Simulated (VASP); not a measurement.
Output of a VASP run:

### OSZICAR
```
       N       E                     dE             d eps       ncg     rms          rms(c)
DAV:   1     0.892879167820E+02    0.89288E+02   -0.54003E+03   480   0.900E+02
DAV:   2     0.183366426890E+01   -0.87454E+02   -0.83440E+02   680   0.167E+02
DAV:   3    -0.607340591376E+01   -0.79071E+01   -0.78844E+01   624   0.565E+01
DAV:   4    -0.619674751254E+01   -0.12334E+00   -0.12333E+00   584   0.857E+00
DAV:   5    -0.619850469074E+01   -0.17572E-02   -0.17571E-02   624   0.938E-01    0.318E+00
DAV:   6    -0.608693072516E+01    0.11157E+00   -0.14465E-01   512   0.190E+00    0.206E+00
DAV:   7    -0.606408913064E+01    0.22842E-01   -0.77850E-02   592   0.136E+00    0.139E+00
DAV:   8    -0.606414857708E+01   -0.59446E-04   -0.13191E-02   648   0.627E-01    0.424E-01
DAV:   9    -0.606479910667E+01   -0.65053E-03   -0.29899E-03   520   0.334E-01    0.658E-02
DAV:  10    -0.606489164218E+01   -0.92536E-04   -0.16110E-04   616   0.862E-02    0.506E-02
DAV:  11    -0.606494698788E+01   -0.55346E-04   -0.43402E-05   504   0.445E-02    0.247E-02
DAV:  12    -0.606495797428E+01   -0.10986E-04   -0.13047E-05   584   0.267E-02    0.674E-03
DAV:  13    -0.606495818488E+01   -0.21060E-06   -0.55499E-07   440   0.423E-03
   1 F= -.60649582E+01 E0= -.60649582E+01  d E =-.867769E-18  mag=    -0.0000     0.0000     0.0000
       N       E                     dE             ncg
       N       E                     dE             ncg
       N       E                     dE             ncg
       N       E                     dE             ncg
       N       E                     dE             ncg
```

**OUTCAR**
```
------------------------ aborting loop because EDIFF is reached ----------------------------------------
  FORCE on cell =-STRESS in cart. coord.  units (eV):
  Direction    XX          YY          ZZ          XY          YZ          ZX
  --------------------------------------------------------------------------------------
  Total       -0.0149108     -0.0149108     -0.0149108     -0.0000000     -0.0000000      0.0000000
  in kB       -0.2593103     -0.2593103     -0.2593103     -0.0000000     -0.0000000      0.0000000
  external PRESSURE =      -0.2593103 kB  Pullay stress =       0.0000000 kB
  volume of cell :       92.13
      direct lattice vectors                 reciprocal lattice vectors
     4.516446837  0.000000000  0.000000000     0.221412990  0.000000000  0.000000000
     0.000000000  4.516446837  0.000000000     0.000000000  0.221412990  0.000000000
     0.000000000  0.000000000  4.516446837     0.000000000  0.000000000  0.221412990
 POSITION                                       TOTAL-FORCE (eV/Angst)
 -----------------------------------------------------------------------------------
      0.00000      0.00000      0.00000         0.000000      0.000000      0.000000
      2.25822      2.25822      2.25822         0.000000      0.000000      0.000000
 -----------------------------------------------------------------------------------
    total drift:                               -0.000000      0.000000      0.000000
  FREE ENERGIE OF THE ION-ELECTRON SYSTEM (eV)
  ---------------------------------------------------
  free  energy   TOTEN  =        -6.0649581849 eV

  energy  without entropy=       -6.0649581849  energy(sigma->0) =       -6.06495818

 Ion:    1  E_soc:     -0.3300908

 Ion:    2  E_soc:     -0.2545594
```
(Selected blocks of OUTCAR.)

**POSCAR**
```
CsI
1
    4.5164468370     0.0000000000     0.0000000000
    0.0000000000     4.5164468370     0.0000000000
    0.0000000000     0.0000000000     4.5164468370
Cs I
1 1
Direct
  0.0000000000   0.0000000000   0.0000000000
  0.5000000000   0.5000000000   0.5000000000
```

### Question
Reconstruct the remaining input files.

### Answer
One answer among several that fit: the input of the run itself, PBEsol GGA with spin-orbit coupling, plane waves, VASP's PBE PAW potentials (set 64).

**KPOINTS_OPT**
```
k-points along high-symmetry lines
8
Line-mode
Reciprocal
  0.000000   0.000000   0.000000 ! GAMMA
  0.000000   0.500000   0.000000 ! X

  0.000000   0.500000   0.000000 ! X
  0.500000   0.500000   0.000000 ! M

  0.500000   0.500000   0.000000 ! M
  0.000000   0.000000   0.000000 ! GAMMA

  0.000000   0.000000   0.000000 ! GAMMA
  0.500000   0.500000   0.500000 ! R

  0.500000   0.500000   0.500000 ! R
  0.000000   0.500000   0.000000 ! X

  0.500000   0.500000   0.500000 ! R
  0.500000   0.500000   0.000000 ! M
```

**INCAR**
```
SYSTEM=CsI
PREC=Accurate; ENCUT=400; LREAL=.FALSE.
LASPH=.TRUE.
EDIFF=1E-6; NELM=100; ALGO=Normal
LMAXMIX=4
ISMEAR=0; SIGMA=0.05
GGA=PS; GGA_COMPAT=.FALSE.
MAGMOM=6*0; LSORBIT=.TRUE.
LWAVE=.FALSE.; LCHARG=.FALSE.
```

File KPOINTS:
```
K-points
0
Gamma
 5 5 5
0 0 0
```

POTCAR, in this order: Cs_sv I (PBE.64 set). Program: vasp_ncl.

The compound is CsI in the CsCl type structure. It was relaxed first.
